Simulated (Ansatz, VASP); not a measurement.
## NaH4: VASP beside Ansatz

```
CELL_PARAMETERS angstrom
4.21882 0.00000 0.00000
-2.10941 3.65361 0.00000
0.00000 0.00000 6.13237
ATOMIC_POSITIONS crystal
Na 0.00000 0.00000 0.00000
H 0.33333 0.66667 0.43833
H 0.33333 0.66667 0.56167
H 0.66667 0.33333 0.43833
H 0.66667 0.33333 0.56167
```

Change from the starting cell: ordered vacancies on the cation sites of aluminium diboride (P6/mmm, No. 191).

Alike in both runs: functional PBE; k mesh 12 × 12 × 6; occupations gaussian, width 0.1 eV; no spin polarisation.

Ansatz relaxed the structure, and its values are those at the end. VASP's run is a single point on that final structure, the one shown.

```csv
,VASP,Ansatz
version,VASP 6.6.1,Ansatz 0.2.0
potentials or method,"VASP PAW PBE potentials, release 64 (Na_pv, H)","scalar-relativistic, plane waves, PAW"
plane-wave cutoff (eV),520,420
valence electrons in the cell,11,13
```

VASP gave:

```
gap on the k mesh at the Fermi level (eV) : none
pressure (GPa)                            : -0.1
rms of the force components (eV/Å)        : 0.004
```

What did Ansatz give for the same quantities?

gap on the k mesh at the Fermi level (eV): none; pressure (GPa): 0.0; rms of the force components (eV/Å): 0.001.

A gap of «none» marks a metal or a gap that the smearing closes. The functional is the same, so the differences come from potentials, cutoffs and numerics. The two sets of potentials don't hold the same shells in valence.
